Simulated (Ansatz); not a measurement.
Start from NaBr in the rock salt structure (space group Fm-3m, No. 225; a = 5.9272 Å).

Computed with PBEsol in Ansatz (plane waves to 420 eV, PAW, no SOC).

Base values:

- Electron mass = 0.31 mₑ (at Γ)
- Valley order = Γ 4.07 eV; X along ⟨100⟩ 6.11 eV
- Lattice parameter a = 592.7 pm

Now apply this change: a hydrostatic pressure of 9 GPa.

**Question.** What happens to the electron mass?

**Answer.** The electron mass becomes 0.28 mₑ (at Γ) (base: 0.31 mₑ (at Γ)).

**Question.** Estimate the effect on the valley order.

**Answer.** The valley order (the lowest conduction-band minima on the path, energy above the VBM, named in the base's zone) changes from Γ 4.07 eV; X along ⟨100⟩ 6.11 eV to Γ 4.91 eV; L along ⟨111⟩ 6.23 eV; X along ⟨100⟩ 6.37 eV.

**Question.** Predict the new lattice parameter a.

**Answer.** The lattice parameter a decreases by 45.25 pm to 547.5 pm.

The levels and masses belong to the bands next to the band gap. Load acts through the strain it causes; cell and atoms are relaxed under it. Effective masses come from finite differences of ±0.01 Å⁻¹. Stability against distortions was not tested. No other phases were tried under pressure.

Ansatz is a quantum-chemistry and plane-wave program.
